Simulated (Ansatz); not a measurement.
# Al5HO8: Al-27 NMR of the central transition

Cell: a computed structure from the Materials Project (it need not be an observed phase).

Space group P6_3mc (No. 186); a = 5.5708, c = 8.7503 Å, γ = 120.00°.

```
site  Wyckoff  site symmetry       x       y       z
 Al1       6c            .m.  0.1657  0.3314  0.3658
 Al7       2b            3m.  0.6667  0.3333  0.1584
 Al9       2b            3m.  0.3333  0.6667  0.0481
   H       2a            3m.  0.0000  0.0000  0.0971
 O13       2a            3m.  0.0000  0.0000  0.9851
 O15       6c            .m.  0.5144  0.0289  0.0011
 O21       6c            .m.  0.8340  0.1660  0.2627
 O27       2b            3m.  0.3333  0.6667  0.2549
```

One atom of each set is listed.

Level of theory: DFT, PBE, plane waves and PAW, scalar-relativistic, 420 eV cutoff, Γ-centred 5×5×3 k-points, Fermi–Dirac smearing 0.02 eV (Ansatz 0.2.0).

Al-27 has I = 5/2 and Q = 146.6 mb (Pyykkö 2018); at 16.4 T its Larmor frequency is ν₀ = 182.1 MHz. Only the quadrupole interaction is simulated: positions count from each site's isotropic chemical shift, and J coupling is left out, as are shift anisotropy and dipolar coupling, which fast spinning averages.

(1) Give C_Q, η, the quadrupolar product P_Q = |C_Q|(1 + η²/3)^½, the second-order isotropic shift and the breadth of the pattern (fast magic-angle spinning) for each Al site.

Results:

(1) 

| site | first shell | C_Q (MHz) | η | P_Q (MHz) | δ_QIS (ppm) | breadth (kHz) |
| --- | --- | --- | --- | --- | --- | --- |
| Al1 | 6 O at 1.84–1.95 Å | 4.89 | 0.74 | 5.32 | -5.11 | 2.13 |
| Al7 | 6 O at 1.86–2.01 Å | 1.99 | 0.00 | 1.99 | -0.719 | 0.280 |
| Al9 | 4 O at 1.80–1.81 Å; also 3 O at 2.97 Å | 6.35 | 0.00 | 6.35 | -7.30 | 2.85 |

δ_QIS = −(ν_Q²/30ν₀²)[I(I+1) − 3/4](1 + η²/3) × 10⁶ ppm with ν_Q = 3|C_Q|/[2I(2I−1)]; it falls as 1/B₀² in ppm, and the breadth as 1/B₀ in kHz.

An axis of threefold or higher order runs through Al7 and Al9, so V_zz lies along it and η is zero.

At this cell the PBE pressure is 8 GPa, so with PBE the cell would grow if it were relaxed. The entry's cell may itself be off. The largest force is 0.3 eV/Å, so the atoms aren't at the calculated equilibrium and relaxing them would move these values.
